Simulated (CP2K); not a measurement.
Runs of CP2K 2026.2 on ZnS (Wurtzite-6H). All rows change the cell; the cell of one of them follows. Symmetry: P6_3mc, No. 186, hexagonal system. Conventional cell: a = 3.812 Å, b = 3.812 Å, c = 18.690 Å, α = 90.00°, β = 90.00°, γ = 120.00°. Zn (site symmetry 3m) has 4 S at 2.33 to 2.34 Å as nearest neighbours. Around Zn (site symmetry 3m) lie 4 S at 2.33 to 2.34 Å. Zn (site symmetry 3m) is surrounded by 4 S at 2.33 to 2.34 Å. Around S (site symmetry 3m) lie 4 Zn at 2.33 to 2.34 Å. S (site symmetry 3m) is surrounded by 4 Zn at 2.33 to 2.34 Å. S (site symmetry 3m) is surrounded by 4 Zn at 2.33 to 2.34 Å. 

```csv
cell,k mesh,gap on the mesh (eV),pressure (GPa)
strain_c = 0,6 × 6 × 2,(a),(b)
strain_c = 0.02,6 × 6 × 1,2.00,1.2
strain_c = -0.02,6 × 6 × 2,2.19,4.4
strain_c = 0.04,6 × 6 × 1,1.88,-0.1
strain_c = 0.06,6 × 6 × 1,1.75,-1.2
```

Alike in all rows: task atomic charges; level PBE; potentials or basis POTENTIAL_UZH Zn GTH-PBE-q12, S GTH-PBE-q6; DZVP-MOLOPT-PBE-GTH basis; no spin polarisation; smearing fermi-dirac 0.05 eV.

Task: Fill in the values left out.

Result: (a) 2.12; (b) 2.7.

Caveats: the basis of atomic orbitals isn't converged, which shifts pressures, moduli and gaps.

A k mesh can miss the band edges.
